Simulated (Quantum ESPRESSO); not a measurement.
Crystal: TePt.

```
Pt Te
1.0
     4.26288    0.00000    0.00000
    -2.13144    3.69176    0.00000
     0.00000    0.00000    5.66177
Pt Te
2 2
Direct
  0.00000 0.00000 0.00000
  0.00000 0.00000 0.50000
  0.33333 0.66667 0.25000
  0.66667 0.33333 0.75000
```

Measurements of this composition are mostly on another form, of space group No. 166.

| Quantity | Value |
| --- | --- |
| Program | Quantum ESPRESSO 7.5 |
| Task | single point |
| Functional | PBEsol |
| Potentials or basis | GBRV 1.5 PBEsol |
| Cutoff | 612 eV |
| Density cutoff | 4898 eV |
| k mesh | 7 × 7 × 5 |
| Occupations | fermi-dirac, width 0.05 eV |
| Spin | no spin polarisation |

On this cell: pressure -4.2 GPa; largest force under 0.003 eV/Å; band gap on the k mesh none (metal or under the smearing width).

The same run follows on a disturbed copy (atoms moved at random, drawn with an rms of 0.05 Å):

```xyz
4
Lattice="4.2629 0.0000 0.0000 -2.1314 3.6918 0.0000 0.0000 0.0000 5.6618" Properties=species:S:1:pos:R:3 pbc="T T T"
Pt    0.0034   -0.0431    0.0349
Pt   -0.0197    0.0055    2.8222
Te    0.0055    2.4614    1.3892
Te    2.1149    1.2441    4.2831
```

Question: What does the disturbed cell give?

Answer: The energy (extrapolated to zero smearing) moves by +4.2 meV/atom; pressure -4.1 GPa; largest force 0.352 eV/Å; band gap on the k mesh none (metal or under the smearing width).

Forces in eV/Å, atoms in the order of the input:
```
Pt  -0.003  0.146 -0.321
Pt   0.020  0.046  0.292
Te  -0.057 -0.070  0.207
Te   0.041 -0.121 -0.179
```

Stress tensor (GPa, compression positive):
```
-3.33 -0.02 -0.02
-0.02 -3.43  0.05
-0.02  0.05 -5.45
```
